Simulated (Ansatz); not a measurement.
The cell is built from the hcp type as a first guess.

Ga: DFT, PBE, PAW with Ansatz's default frozen-core files, scalar-relativistic (Ansatz 0.2.0).

The relaxation starts from this cell:

```xyz
2
Lattice="2.5811 0.0000 0.0000 -1.2906 2.2353 0.0000 0.0000 0.0000 4.1814" Properties=species:S:1:pos:R:3 pbc="T T T"
Ga    0.0000    1.4902    1.0454
Ga    1.2906    0.7451    3.1361
```

Output:

```
Engine: ansatz 0.2.0
Pseudopotentials: kind: paw
Pseudopotential: Ga, paw, valence charge 13, recommended cutoff 420 eV (normal)
Functional definition: PBE
  parameter kappa = 0.804
  parameter beta = 0.06672455060314922
  exchange = pbe_x(kappa = kappa, mu = beta*pi^2/3)
  correlation = pbe_c(beta = beta)
Crystal: 2 atoms, lattice volume = 24.125 Å³
Basis set: ecut = 420 eV, 463 PW (Γ), exchange–correlation on 36×36×60 points (8 copies of the dense FFT grid, shifted against one another)
Bands: 17, of which v1, the nominal top of the filled ones, is band 13 counted from 1 (12 counted from 0)
Symmetry: 24 space group operations
Space group: P63/mmc (ITA 194), of the structure as read, at distance tolerance 2.9e-5 Å
k-points: 222 of 3240
Non-local potential: Ga, projectors of the file, l = 0: 2, l = 1: 2, l = 2: 3, l = 3: 1
PAW form: soft (Blöchl's): semilocal exchange-correlation on the pseudo side does not see the compensation charge
PAW one-centre angular grid: Ga, 590 points (default); XC on 64 Gauss nodes
Initial density: superposition of atomic densities (neutral atoms: chi_scale 0, normalization atom), corrected by the library's trained network
Initial wavefunctions: pseudopotential atomic-orbital guess
Functional: x = pbe(κ = 0.804, μ = 0.2195149727645171), c = pbe(β = 0.06672455060314922)
SCF iter   1: F=—  HF=-7564.113281 eV  |F-HF|=—  |Δ(HF+E_count)|=         —  Δρ=3.35e-3  dr2=2.39e-3  ethr=1.77e-3  ⟨swp⟩=5.1  Hψ=17490  notcnv=0
preconditioner: auto → none  [metal: Δε(μ)=0.004 eV  Ē_g=19.653 eV  σ=0.050 eV  W_gap=0.02  n_scr=2 (ndim 8)  ℏωp=38.5 eV  f_vac=0.000  D(μ)=0.76/eV (n_scr^D=2)  sad-step TF]
SCF iter   2: F=—  HF=-7564.112945 eV  |F-HF|=—  |Δ(HF+E_count)|=   3.36e-4  Δρ=2.30e-3  dr2=1.04e-3  ethr=9.21e-6  ⟨swp⟩=2.6  Hψ=8274  notcnv=0
SCF iter   3: F=—  HF=-7564.112829 eV  |F-HF|=—  |Δ(HF+E_count)|=   1.16e-4  Δρ=8.62e-4  dr2=1.15e-4  ethr=4.01e-6  ⟨swp⟩=2.0  Hψ=6603  notcnv=0  defer=1
SCF iter   4: F=—  HF=-7564.112699 eV  |F-HF|=—  |Δ(HF+E_count)|=   1.30e-4  Δρ=5.48e-5  dr2=2.66e-7  ethr=4.43e-7  ⟨swp⟩=2.0  Hψ=6625  notcnv=0
SCF iter   5: F=—  HF=-7564.112706 eV  |F-HF|=—  |Δ(HF+E_count)|=   7.28e-6  Δρ=1.80e-5  dr2=2.57e-8  ethr=1.02e-9  ⟨swp⟩=2.0  Hψ=6636  notcnv=0
SCF iter   6: F=-7564.112706 eV  HF=-7564.112706 eV  |F-HF|=1.74e-9  |Δ(HF+E_count)|=   9.91e-8  Δρ=7.61e-7  dr2=8.52e-11  ethr=9.89e-11  ⟨swp⟩=4.0  Hψ=13185  notcnv=0
SCF 1 converged in 6 iterations: F = -7564.112706 eV  dr2 = 8.52e-11
  greatest PAW one-centre occupation: 0.994 electrons in one spin orbital (limit 2), on the Ga atom at site 1 (counted from 0), in its partial waves of l = 2
relax step   1: F+E_penalty+E_count = -7564.11270650 eV  Δ(F+E_penalty+E_count) = +0.000e0 eV  max|allowed force component| = 4.857e-17 eV/Å  Δτ_max = 0.0000 Å  P = +66.720 GPa  Ω = 24.125 Å³  (6 SCF iters, dr2 threshold 1.00e-7 eV, accepted)
Crystal: 2 atoms, lattice volume = 27.684 Å³
Basis set: ecut = 420 eV, 549 PW (Γ), exchange–correlation on 36×36×60 points (8 copies of the dense FFT grid, shifted against one another)
Initial density: handed on by an earlier stage of this run
Initial wavefunctions: those handed on with the density
iter 1 solved again at ethr=5.91e-5 eV; its pass at ethr=3.10e-3 eV (dr2=1.54e-2 eV) is discarded
SCF iter   1: F=—  HF=-7565.190197 eV  |F-HF|=—  |Δ(HF+E_count)|=         —  Δρ=7.86e-3  dr2=1.57e-2  ethr=5.91e-5  ⟨swp⟩=1.6  Hψ=26334  notcnv=0
preconditioner: auto → none  [metal: Δε(μ)=0.016 eV  Ē_g=18.799 eV  σ=0.050 eV  W_gap=0.08  n_scr=8 (ndim 8)  ℏωp=36.0 eV  f_vac=0.000  D(μ)=0.66/eV (n_scr^D=2)]
SCF iter   2: F=—  HF=-7565.184836 eV  |F-HF|=—  |Δ(HF+E_count)|=   5.36e-3  Δρ=2.66e-3  dr2=1.17e-3  ethr=5.91e-5  ⟨swp⟩=2.0  Hψ=7489  notcnv=0
SCF iter   3: F=—  HF=-7565.184240 eV  |F-HF|=—  |Δ(HF+E_count)|=   5.96e-4  Δρ=1.04e-3  dr2=2.74e-4  ethr=4.50e-6  ⟨swp⟩=2.0  Hψ=6378  notcnv=0
SCF iter   4: F=—  HF=-7565.184171 eV  |F-HF|=—  |Δ(HF+E_count)|=   6.90e-5  Δρ=3.77e-4  dr2=1.10e-5  ethr=1.05e-6  ⟨swp⟩=2.0  Hψ=6613  notcnv=0
SCF iter   5: F=—  HF=-7565.184191 eV  |F-HF|=—  |Δ(HF+E_count)|=   1.99e-5  Δρ=1.20e-5  dr2=2.11e-8  ethr=7.69e-10  ⟨swp⟩=3.3  Hψ=17252  notcnv=0
SCF iter   6: F=-7565.184191 eV  HF=-7565.184191 eV  |F-HF|=2.98e-10  |Δ(HF+E_count)|=   2.82e-8  Δρ=1.91e-6  dr2=4.38e-10  ethr=8.11e-11  ⟨swp⟩=2.3  Hψ=14014  notcnv=0
SCF 2 converged in 6 iterations: F = -7565.184191 eV  dr2 = 4.38e-10
relax step   2: F+E_penalty+E_count = -7565.18419058 eV  Δ(F+E_penalty+E_count) = -1.071e0 eV  max|allowed force component| = 5.089e-17 eV/Å  Δτ_max = 0.0000 Å  P = +33.394 GPa  Ω = 27.684 Å³  energy of the carried Pulay correction = -2.467e-3 eV  (6 SCF iters, dr2 threshold 2.00e-7 eV, accepted)
Crystal: 2 atoms, lattice volume = 31.688 Å³
Basis set: ecut = 420 eV, 615 PW (Γ), exchange–correlation on 36×36×60 points (8 copies of the dense FFT grid, shifted against one another)
iter 1 solved again at ethr=4.04e-5 eV; its pass at ethr=3.10e-3 eV (dr2=1.05e-2 eV) is discarded
SCF iter   1: F=—  HF=-7565.743391 eV  |F-HF|=—  |Δ(HF+E_count)|=         —  Δρ=5.83e-3  dr2=1.08e-2  ethr=4.04e-5  ⟨swp⟩=1.9  Hψ=26446  notcnv=0
preconditioner: auto → none  [metal: Δε(μ)=0.046 eV  Ē_g=17.951 eV  σ=0.050 eV  W_gap=0.22  n_scr=8 (ndim 8)  ℏωp=33.6 eV  f_vac=0.000  D(μ)=0.72/eV (n_scr^D=2)]
SCF iter   2: F=—  HF=-7565.739527 eV  |F-HF|=—  |Δ(HF+E_count)|=   3.86e-3  Δρ=2.14e-3  dr2=9.81e-4  ethr=4.04e-5  ⟨swp⟩=2.0  Hψ=7337  notcnv=0
SCF iter   3: F=—  HF=-7565.738971 eV  |F-HF|=—  |Δ(HF+E_count)|=   5.56e-4  Δρ=7.77e-4  dr2=1.85e-4  ethr=3.77e-6  ⟨swp⟩=2.0  Hψ=6050  notcnv=0
SCF iter   4: F=—  HF=-7565.738867 eV  |F-HF|=—  |Δ(HF+E_count)|=   1.04e-4  Δρ=2.06e-4  dr2=4.05e-6  ethr=7.12e-7  ⟨swp⟩=2.0  Hψ=6664  notcnv=0
SCF iter   5: F=-7565.738871 eV  HF=-7565.738871 eV  |F-HF|=1.55e-8  |Δ(HF+E_count)|=   4.37e-6  Δρ=2.03e-5  dr2=6.30e-8  ethr=7.69e-10  ⟨swp⟩=3.1  Hψ=17461  notcnv=0
SCF 3 converged in 5 iterations: F = -7565.738871 eV  dr2 = 6.30e-8
relax step   3: F+E_penalty+E_count = -7565.73887137 eV  Δ(F+E_penalty+E_count) = -5.547e-1 eV  max|allowed force component| = 1.226e-16 eV/Å  Δτ_max = 0.0000 Å  P = +13.134 GPa  Ω = 31.688 Å³  energy of the carried Pulay correction = -4.870e-3 eV  (5 SCF iters, dr2 threshold 2.00e-7 eV, accepted)
Crystal: 2 atoms, lattice volume = 34.960 Å³
Basis set: ecut = 420 eV, 687 PW (Γ), exchange–correlation on 36×36×60 points (8 copies of the dense FFT grid, shifted against one another)
iter 1 solved again at ethr=1.58e-5 eV; its pass at ethr=3.10e-3 eV (dr2=4.12e-3 eV) is discarded
SCF iter   1: F=—  HF=-7565.894522 eV  |F-HF|=—  |Δ(HF+E_count)|=         —  Δρ=3.37e-3  dr2=4.22e-3  ethr=1.58e-5  ⟨swp⟩=2.0  Hψ=27174  notcnv=0
preconditioner: auto → none  [metal: Δε(μ)=0.015 eV  Ē_g=17.391 eV  σ=0.050 eV  W_gap=0.08  n_scr=8 (ndim 8)  ℏωp=32.0 eV  f_vac=0.000  D(μ)=0.92/eV (n_scr^D=2)]
[...]
SCF iter   3: F=-7565.899108 eV  HF=-7565.899108 eV  |F-HF|=7.36e-9  |Δ(HF+E_count)|=   7.45e-9  Δρ=4.26e-6  dr2=3.58e-9  ethr=6.50e-11  ⟨swp⟩=4.3  Hψ=13526  notcnv=0
SCF 6 converged in 3 iterations: F = -7565.899108 eV  dr2 = 3.58e-9
relax step   6: F+E_penalty+E_count = -7565.89910840 eV  Δ(F+E_penalty+E_count) = +1.302e-6 eV  max|allowed force component| = 5.551e-17 eV/Å  Δτ_max = 0.0000 Å  P = -0.003 GPa  Ω = 35.879 Å³  energy of the carried Pulay correction = -7.049e-3 eV  (3 SCF iters, dr2 threshold 1.69e-8 eV, accepted)
Basis set: ecut = 420 eV, 699 PW (Γ), exchange–correlation on 40×40×64 points (8 copies of the dense FFT grid, shifted against one another)
Initial wavefunctions: pseudopotential atomic-orbital guess (no wavefunctions were taken with the density)
iter 1 solved again at ethr=1.30e-6 eV; its pass at ethr=3.10e-3 eV (dr2=3.38e-4 eV) is discarded
SCF iter   1: F=—  HF=-7565.922016 eV  |F-HF|=—  |Δ(HF+E_count)|=         —  Δρ=6.00e-3  dr2=3.51e-4  ethr=1.30e-6  ⟨swp⟩=2.0  Hψ=25555  notcnv=0
preconditioner: auto → none  [metal: Δε(μ)=0.041 eV  Ē_g=17.221 eV  σ=0.050 eV  W_gap=0.19  n_scr=8 (ndim 8)  ℏωp=31.6 eV  f_vac=0.000  D(μ)=0.93/eV (n_scr^D=2)]
SCF iter   2: F=—  HF=-7565.949314 eV  |F-HF|=—  |Δ(HF+E_count)|=   2.73e-2  Δρ=3.52e-3  dr2=7.13e-4  ethr=1.30e-6  ⟨swp⟩=2.2  Hψ=7174  notcnv=0
SCF iter   3: F=—  HF=-7565.956070 eV  |F-HF|=—  |Δ(HF+E_count)|=   6.76e-3  Δρ=1.48e-3  dr2=3.33e-5  ethr=1.30e-6  ⟨swp⟩=2.0  Hψ=6620  notcnv=0
SCF iter   4: F=—  HF=-7565.958101 eV  |F-HF|=—  |Δ(HF+E_count)|=   2.03e-3  Δρ=1.02e-4  dr2=3.48e-7  ethr=1.28e-7  ⟨swp⟩=2.0  Hψ=6636  notcnv=0
SCF iter   5: F=—  HF=-7565.958101 eV  |F-HF|=—  |Δ(HF+E_count)|=   3.92e-7  Δρ=8.25e-6  dr2=6.65e-9  ethr=1.34e-9  ⟨swp⟩=2.1  Hψ=6489  notcnv=0
SCF iter   6: F=—  HF=-7565.958101 eV  |F-HF|=—  |Δ(HF+E_count)|=   3.42e-8  Δρ=7.90e-7  dr2=1.07e-10  ethr=2.56e-11  ⟨swp⟩=2.0  Hψ=6682  notcnv=0
SCF iter   7: F=-7565.958101 eV  HF=-7565.958101 eV  |F-HF|=1.82e-12  |Δ(HF+E_count)|=  3.21e-10  Δρ=4.46e-8  dr2=4.43e-13  ethr=1.00e-12  ⟨swp⟩=5.5  Hψ=16963  notcnv=0
SCF 7 converged in 7 iterations: F = -7565.958101 eV  dr2 = 4.43e-13
relax step   7: F+E_penalty+E_count = -7565.95810126 eV  Δ(F+E_penalty+E_count) = -5.899e-2 eV  max|allowed force component| = 9.252e-17 eV/Å  Δτ_max = 0.0000 Å  P = +3.360 GPa  Ω = 35.879 Å³  stress off target by 3.38e0 GPa  SCF on the basis re-selected at this cell (its energy is not comparable with the rows above)  (7 SCF iters)
basis re-selected at this cell: Δ(F+E_penalty+E_count) = -5.899e-2 eV, ΔP = +3.363 GPa vs the last step (what re-selecting the basis moved, of the pressure what is left beyond the Pulay correction that the steps carried, after the strain that the cell walked since its last selection, with what the two solves' SCF thresholds leave and, on support functions, any second-order correction that the steps lacked; it is no measure of the basis error at this ecutwfc). The dense FFT grid was sized anew with the basis: this SCF ran on 20×20×32 points, the steps before it on 18×18×30, so part of this shift can come from that change (see relax.cell in the input reference). This SCF's stress stands 3.38e0 GPa from its target on what of the cell is left free (relax.cell.stress_tol is 5.00e-2 GPa) and its largest allowed force component is 9.25e-17 eV/Å (relax.f_tol is 5.00e-3 eV/Å): not within both, so this SCF does not close the relaxation
Crystal: 2 atoms, lattice volume = 37.341 Å³
Basis set: ecut = 420 eV, 713 PW (Γ), exchange–correlation on 40×40×64 points (8 copies of the dense FFT grid, shifted against one another)
iter 1 solved again at ethr=1.97e-6 eV; its pass at ethr=3.10e-3 eV (dr2=5.11e-4 eV) is discarded
SCF iter   1: F=—  HF=-7565.977730 eV  |F-HF|=—  |Δ(HF+E_count)|=         —  Δρ=1.16e-3  dr2=5.38e-4  ethr=1.97e-6  ⟨swp⟩=2.0  Hψ=23851  notcnv=0
preconditioner: auto → none  [metal: Δε(μ)=0.023 eV  Ē_g=17.010 eV  σ=0.050 eV  W_gap=0.11  n_scr=8 (ndim 8)  ℏωp=31.0 eV  f_vac=0.000  D(μ)=0.97/eV (n_scr^D=2)]
SCF iter   2: F=—  HF=-7565.977547 eV  |F-HF|=—  |Δ(HF+E_count)|=   1.83e-4  Δρ=6.39e-4  dr2=6.62e-5  ethr=1.97e-6  ⟨swp⟩=2.0  Hψ=6149  notcnv=0
SCF iter   3: F=—  HF=-7565.977516 eV  |F-HF|=—  |Δ(HF+E_count)|=   3.12e-5  Δρ=1.94e-4  dr2=1.16e-5  ethr=2.55e-7  ⟨swp⟩=2.0  Hψ=5994  notcnv=0
SCF iter   4: F=—  HF=-7565.977513 eV  |F-HF|=—  |Δ(HF+E_count)|=   2.77e-6  Δρ=4.41e-5  dr2=2.64e-7  ethr=4.44e-8  ⟨swp⟩=2.0  Hψ=6661  notcnv=0
SCF iter   5: F=-7565.977513 eV  HF=-7565.977513 eV  |F-HF|=2.82e-10  |Δ(HF+E_count)|=   9.98e-8  Δρ=1.55e-6  dr2=7.71e-10  ethr=7.69e-10  ⟨swp⟩=4.0  Hψ=11090  notcnv=0
SCF 8 converged in 5 iterations: F = -7565.977513 eV  dr2 = 7.71e-10
relax step   8: F+E_penalty+E_count = -7565.97751313 eV  Δ(F+E_penalty+E_count) = -1.941e-2 eV  max|allowed force component| = 7.401e-17 eV/Å  Δτ_max = 0.0000 Å  P = +1.108 GPa  Ω = 37.341 Å³  energy of the carried Pulay correction = -5.735e-4 eV  (5 SCF iters, dr2 threshold 2.00e-7 eV, accepted)
Crystal: 2 atoms, lattice volume = 38.261 Å³
Basis set: ecut = 420 eV, 725 PW (Γ), exchange–correlation on 40×40×64 points (8 copies of the dense FFT grid, shifted against one another)
iter 1 solved again at ethr=6.30e-7 eV; its pass at ethr=3.10e-3 eV (dr2=1.64e-4 eV) is discarded
SCF iter   1: F=—  HF=-7565.980100 eV  |F-HF|=—  |Δ(HF+E_count)|=         —  Δρ=6.83e-4  dr2=1.90e-4  ethr=6.30e-7  ⟨swp⟩=2.4  Hψ=24203  notcnv=0
preconditioner: auto → none  [metal: Δε(μ)=0.018 eV  Ē_g=16.889 eV  σ=0.050 eV  W_gap=0.09  n_scr=8 (ndim 8)  ℏωp=30.6 eV  f_vac=0.000  D(μ)=0.98/eV (n_scr^D=2)]
SCF iter   2: F=—  HF=-7565.980033 eV  |F-HF|=—  |Δ(HF+E_count)|=   6.72e-5  Δρ=3.82e-4  dr2=2.40e-5  ethr=6.30e-7  ⟨swp⟩=2.0  Hψ=6387  notcnv=0
SCF iter   3: F=—  HF=-7565.980025 eV  |F-HF|=—  |Δ(HF+E_count)|=   8.12e-6  Δρ=1.13e-4  dr2=4.11e-6  ethr=9.24e-8  ⟨swp⟩=2.0  Hψ=5994  notcnv=0
SCF iter   4: F=-7565.980024 eV  HF=-7565.980024 eV  |F-HF|=2.83e-8  |Δ(HF+E_count)|=   1.11e-6  Δρ=2.40e-5  dr2=8.23e-8  ethr=7.69e-10  ⟨swp⟩=3.1  Hψ=17144  notcnv=0
SCF 9 converged in 4 iterations: F = -7565.980024 eV  dr2 = 8.23e-8
relax step   9: F+E_penalty+E_count = -7565.98002404 eV  Δ(F+E_penalty+E_count) = -2.511e-3 eV  max|allowed force component| = 3.469e-17 eV/Å  Δτ_max = 0.0000 Å  P = -0.059 GPa  Ω = 38.261 Å³  energy of the carried Pulay correction = -9.913e-4 eV  (4 SCF iters, dr2 threshold 2.00e-7 eV, accepted)
Crystal: 2 atoms, lattice volume = 38.207 Å³
iter 1 solved again at ethr=1.06e-8 eV; its pass at ethr=3.10e-3 eV (dr2=2.76e-6 eV) is discarded
SCF iter   1: F=—  HF=-7565.980063 eV  |F-HF|=—  |Δ(HF+E_count)|=         —  Δρ=4.19e-5  dr2=7.76e-7  ethr=1.06e-8  ⟨swp⟩=2.1  Hψ=21499  notcnv=0
preconditioner: auto → none  [metal: Δε(μ)=0.020 eV  Ē_g=16.878 eV  σ=0.050 eV  W_gap=0.10  n_scr=8 (ndim 8)  ℏωp=30.6 eV  f_vac=0.000  D(μ)=0.98/eV (n_scr^D=2)]
SCF iter   2: F=—  HF=-7565.980059 eV  |F-HF|=—  |Δ(HF+E_count)|=   3.34e-6  Δρ=1.35e-5  dr2=6.25e-8  ethr=2.99e-9  ⟨swp⟩=2.1  Hψ=6149  notcnv=0
SCF iter   3: F=—  HF=-7565.980059 eV  |F-HF|=—  |Δ(HF+E_count)|=   4.08e-8  Δρ=6.20e-6  dr2=1.38e-8  ethr=3.80e-11  ⟨swp⟩=5.0  Hψ=15363  notcnv=0
SCF iter   4: F=-7565.980059 eV  HF=-7565.980059 eV  |F-HF|=5.46e-12  |Δ(HF+E_count)|=   8.50e-9  Δρ=6.75e-7  dr2=5.73e-11  ethr=3.80e-11  ⟨swp⟩=4.8  Hψ=13949  notcnv=0
SCF 10 converged in 4 iterations: F = -7565.980059 eV  dr2 = 5.73e-11
relax step  10: F+E_penalty+E_count = -7565.98005917 eV  Δ(F+E_penalty+E_count) = -3.513e-5 eV  max|allowed force component| = 4.395e-17 eV/Å  Δτ_max = 0.0000 Å  P = +0.004 GPa  Ω = 38.207 Å³  energy of the carried Pulay correction = -9.656e-4 eV  (4 SCF iters, dr2 threshold 9.89e-9 eV, accepted)
Basis set: ecut = 420 eV, 713 PW (Γ), exchange–correlation on 48×48×72 points (8 copies of the dense FFT grid, shifted against one another)
iter 1 solved again at ethr=1.40e-7 eV; its pass at ethr=3.10e-3 eV (dr2=3.63e-5 eV) is discarded
SCF iter   1: F=—  HF=-7565.979207 eV  |F-HF|=—  |Δ(HF+E_count)|=         —  Δρ=9.36e-4  dr2=7.53e-6  ethr=1.40e-7  ⟨swp⟩=2.6  Hψ=26020  notcnv=0
preconditioner: auto → none  [metal: Δε(μ)=0.019 eV  Ē_g=16.879 eV  σ=0.050 eV  W_gap=0.10  n_scr=8 (ndim 8)  ℏωp=30.6 eV  f_vac=0.000  D(μ)=0.98/eV (n_scr^D=2)]
SCF iter   2: F=—  HF=-7565.980354 eV  |F-HF|=—  |Δ(HF+E_count)|=   1.15e-3  Δρ=4.71e-4  dr2=2.36e-6  ethr=2.90e-8  ⟨swp⟩=2.4  Hψ=6761  notcnv=0
SCF iter   3: F=—  HF=-7565.980728 eV  |F-HF|=—  |Δ(HF+E_count)|=   3.74e-4  Δρ=6.82e-5  dr2=1.92e-7  ethr=9.09e-9  ⟨swp⟩=2.0  Hψ=6643  notcnv=0
SCF iter   4: F=—  HF=-7565.980735 eV  |F-HF|=—  |Δ(HF+E_count)|=   6.78e-6  Δρ=4.39e-6  dr2=1.48e-9  ethr=7.39e-10  ⟨swp⟩=2.0  Hψ=6655  notcnv=0
SCF iter   5: F=—  HF=-7565.980735 eV  |F-HF|=—  |Δ(HF+E_count)|=   1.72e-8  Δρ=7.43e-7  dr2=9.61e-11  ethr=5.69e-12  ⟨swp⟩=2.0  Hψ=6122  notcnv=0
SCF iter   6: F=-7565.980735 eV  HF=-7565.980735 eV  |F-HF|=6.28e-11  |Δ(HF+E_count)|=  2.35e-10  Δρ=2.08e-7  dr2=1.89e-12  ethr=1.00e-12  ⟨swp⟩=5.0  Hψ=16118  notcnv=0
SCF 11 converged in 6 iterations: F = -7565.980735 eV  dr2 = 1.89e-12
relax step  11: F+E_penalty+E_count = -7565.98073495 eV  Δ(F+E_penalty+E_count) = -6.758e-4 eV  max|allowed force component| = 4.395e-17 eV/Å  Δτ_max = 0.0000 Å  P = -0.034 GPa  Ω = 38.207 Å³  stress off target by 3.75e-2 GPa  SCF on the basis re-selected at this cell (its energy is not comparable with the rows above)  (6 SCF iters)
basis re-selected at this cell: Δ(F+E_penalty+E_count) = -6.758e-4 eV, ΔP = -0.039 GPa vs the last step (what re-selecting the basis moved, of the pressure what is left beyond the Pulay correction that the steps carried, after the strain that the cell walked since its last selection, with what the two solves' SCF thresholds leave and, on support functions, any second-order correction that the steps lacked; it is no measure of the basis error at this ecutwfc). The dense FFT grid was sized anew with the basis: this SCF ran on 24×24×36 points, the steps before it on 20×20×32, so part of this shift can come from that change (see relax.cell in the input reference). This SCF's stress stands 3.75e-2 GPa from its target on what of the cell is left free (relax.cell.stress_tol is 5.00e-2 GPa) and its largest allowed force component is 4.39e-17 eV/Å (relax.f_tol is 5.00e-3 eV/Å): within both
SCF converged after 6 iterations
Free energy (F): -7565.980735 eV
Harris-Foulkes:  -7565.980735 eV  (|F-HF|=6.28e-11)
Internal energy: -7565.972880 eV  (E = F + TS)
E sigma→0 (E₀):  -7565.976807 eV
Entropy (-TS):   -0.007855 eV (-3.928 meV/atom)
Fermi energy:    9.595293 eV
--- Per-component energies (eV) ---
  E_band       = -73.731199
  E_kinetic    = 228.892346
  E_local      = -3580.963703  (includes V_loc(G=0)·N_el)
  E_nonlocal   = 844.145794
  E_hartree    = 1680.475936
  E_xc         = -138.735292
  E_vxc        = -116.161638  (∫ρ·V_xc dr)
  E_paw        = -3970.640407  (= ΣΔE_a)
  E_vpaw       = -810.595654  (= ΣTr[D̂ρ^β])
  E_aug_tail   = -0.000197  (compensation charges beyond the density's cutoff)
  E_ewald      = -2629.147356
  E_smearing   = -0.007855  (= −TS)
  E_closure    = -0.000000  (closes the sum)
  Σ components = -7565.980735   (vs F -7565.980735, Δ=0.00e0)
--- Forces (eV/Å), atoms counted from 1 ---
  atom   1  Ga     0.00000000    -0.00000000     0.00000000
  atom   2  Ga     0.00000000     0.00000000     0.00000000
  max |Σ_I F_I| component: 4.63e-18 eV/Å
--- Stress (GPa, compression-positive) ---
       -0.037521       0.000000       0.000000
        0.000000      -0.037521      -0.000000
        0.000000      -0.000000      -0.027669
  P = ⅓ Tr σ = -0.0342 GPa (-0.342 kbar)
--- Relaxed structure (9 steps of the walk, 9 accepted, 2 SCFs on fresh bases) ---
  F+E_penalty+E_count = -7565.98073495 eV   max|allowed force component| = 4.395e-17 eV/Å   (the final SCF, on the basis selected at the relaxed cell)
  cell:  # Å, volume = 38.2069 Å³
    - [3.0110321221917893, 0.0, -2.8673058438196477e-35]
    - [-1.5055160610958946, 2.6076303094290587, 1.0294617692052098e-32]
    - [-4.645035466965486e-35, 1.9230446833237112e-32, 4.866097538645605]
  atoms:
    - { symbol: Ga, position: [0.3333333333333333, 0.6666666666666666, 0.24999999999999997] }
    - { symbol: Ga, position: [0.6666666666666666, 0.3333333333333333, 0.75] }
```
